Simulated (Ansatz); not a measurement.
# Al2Ru: the cost of one run

Computed with Ansatz 0.2.0 (DFT PBEsol, scalar-relativistic, plane waves, PAW, unless a step's input says otherwise).

1 further run of the same task is left out (set aside as unsound or not needed).

## Step 1: The starting structure

The structure is orthorhombic, space group Fddd (No. 70). The conventional cell has a = 4.701 Å, b = 7.975 Å, c = 8.770 Å, α = 90.00°, β = 90.00°, γ = 90.00°. Al (site symmetry 2) has 5 Ru at 2.57 to 2.72 Å and 5 Al at 2.59 to 2.73 Å as nearest neighbours. Ru (site symmetry 222) is surrounded by 10 Al at 2.57 to 2.72 Å.

Coordinates:

```cif
data_structure
_symmetry_space_group_name_H-M 'Fddd:1'
_symmetry_Int_Tables_number 70
_cell_length_a 4.7011
_cell_length_b 7.9753
_cell_length_c 8.7702
_cell_angle_alpha 90.000
_cell_angle_beta 90.000
_cell_angle_gamma 90.000
_cell_volume 328.82
loop_
_atom_site_label
_atom_site_type_symbol
_atom_site_symmetry_multiplicity
_atom_site_Wyckoff_symbol
_atom_site_fract_x
_atom_site_fract_y
_atom_site_fract_z
_atom_site_occupancy
Al1 Al 16 f 0.75000 0.57895 0.25000 1
Ru1 Ru 8 b 0.75000 0.25000 0.25000 1
```

It goes back to an entry of the Materials Project, which need not be the stable form.

It is the result of an earlier relaxation at this level (volume 13.70 Å³/atom; gap on the mesh: 0.08 eV).

## Step 2: The gap over the whole zone

The input, input.yaml:

```yaml
crystal:
  lattice:
    - [0.0, 3.9876480409, 4.3850793491]
    - [2.3505690921, 0.0, 4.3850793491]
    - [2.3505690921, 3.9876480409, 0.0]
  atoms:
    - { symbol: Al, position: [0.0789481736, 0.4210518264, 0.0789481736] }
    - { symbol: Al, position: [0.4210518264, 0.0789481736, 0.4210518264] }
    - { symbol: Al, position: [0.1710518264, 0.8289481736, 0.1710518264] }
    - { symbol: Al, position: [0.8289481736, 0.1710518264, 0.8289481736] }
    - { symbol: Ru, position: [0.75, 0.75, 0.75] }
    - { symbol: Ru, position: [0.5, 0.5, 0.5] }
basis:
  ecutwfc: 420
kpoints:
  mp_grid: { grid: [10, 10, 10] }
  band_path: { path: [VBM, CBM], npoints: 2 }
hamiltonian:
  xc: pbesol
scf:
  occupations: { method: gaussian, width: 0.01 }
output:
  forces: true
  stress: true
  eigenvalues: true
checkpoint:
  read: start.run
  write: ck
  compress: false
  write_wavefunctions: false
  write_every: 100000
```

Command:

```
$ ansatz run input.yaml --threads 1 --pin off --max-ram 2560MiB --backend cpu --events-out ev --progress --plain --runs-dir out
```

Q: Estimate wall time and peak memory on 1 thread of Intel Xeon Platinum 8259CL at 2.50GHz (Skylake/Cascade Lake), shared host.

About 50 s, with a peak of 0.61 GiB.
